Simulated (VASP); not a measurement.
## TiO2: relaxation of cell and atoms with PBE

Crystal: TiO2.

```
Ti O
1.0
     4.59984    0.00000    0.00000
     0.00000    4.59984    0.00000
     0.00000    0.00000    2.95921
Ti O
2 4
Cartesian
  0.0000 0.0000 1.4796
  2.2999 2.2999 0.0000
  1.3998 1.3998 1.4796
  0.9001 3.6997 0.0000
  3.6997 0.9001 0.0000
  3.2000 3.2000 1.4796
```

The cell is a database's computed one.

```yaml
Program: VASP 6.6.1
Task: relaxation of cell and atoms
Functional: PBE
Potentials_or_basis: VASP PAW PBE potentials, release 64 (Ti_sv_GW, O_GW)
Cutoff: 680 eV
k_mesh: 6 × 6 × 9
Occupations: fermi-dirac, width 0.05 eV
Spin: no spin polarisation
Further_INCAR_settings: ALGO = Fast; EDIFF = 1e-06; IBRION = 2; EDIFFG = -0.005; NSW = 60; ISIF = 3
```

```json
{"Relaxed volume": "10.61 Å³/atom", "Relaxed cell": "a = 4.636 Å, b = 4.636 Å, c = 2.963 Å, α = 90.00°, β = 90.00°, γ = 90.00°", "Space group after relaxing (to 0.05 Å)": "P4_2/mnm (No. 136)", "Energy gained by relaxing": "2.0 meV/atom", "Ionic steps": "11", "Pressure after relaxing": "0.0 GPa", "Band gap on the k mesh": "1.85 eV, direct"}
```

The path:
```tsv
step	energy change (eV)	largest force (eV/Å)	pressure (GPa)	volume (Å³)
1	0.0000	0.0050	3.51	62.61
2	0.0034	0.1497	-3.94	64.70
3	-0.0104	0.0718	-0.15	63.57
4	-0.0104	0.0712	0.03	63.55
5	-0.0119	0.0168	0.07	63.62
6	-0.0120	0.0036	0.08	63.64
7	-0.0120	0.0023	0.07	63.64
8	-0.0120	0.0051	0.02	63.68
9	-0.0120	0.0073	-0.16	63.69
10	-0.0120	0.0051	-0.03	63.68
11	-0.0120	0.0008	0.02	63.66
```

Final structure:
```
CELL_PARAMETERS angstrom
4.63570 0.00000 0.00000
0.00000 4.63570 0.00000
0.00000 0.00000 2.96252
ATOMIC_POSITIONS crystal
Ti 0.00000 0.00000 0.50000
Ti 0.50000 0.50000 0.00000
O 0.30499 0.30499 0.50000
O 0.19501 0.80499 0.00000
O 0.80499 0.19501 0.00000
O 0.69501 0.69501 0.50000
```

Levels at points of the mesh, in eV from the valence-band top:
```
           k point  band 21  band 22  band 23  band 24  band 25  band 26  band 27  band 28
(0.00, 0.00, 0.00)    -0.68    -0.44    -0.44     0.00     1.85     2.14     2.41     2.49
(0.50, 0.00, 0.00)    -1.57    -1.57    -0.72    -0.72     2.50     2.50     2.97     2.98
(0.50, 0.50, 0.00)    -1.26    -1.26    -1.05    -1.05     1.89     1.89     2.51     2.51
```

Wall time 29 min on 1 thread of Intel(R) Xeon(R) Platinum 8488C (Sapphire Rapids), on a shared host, peak memory 0.31 GiB.

Caveat: an odd mesh through Γ misses points on the zone boundary, where band edges often lie.
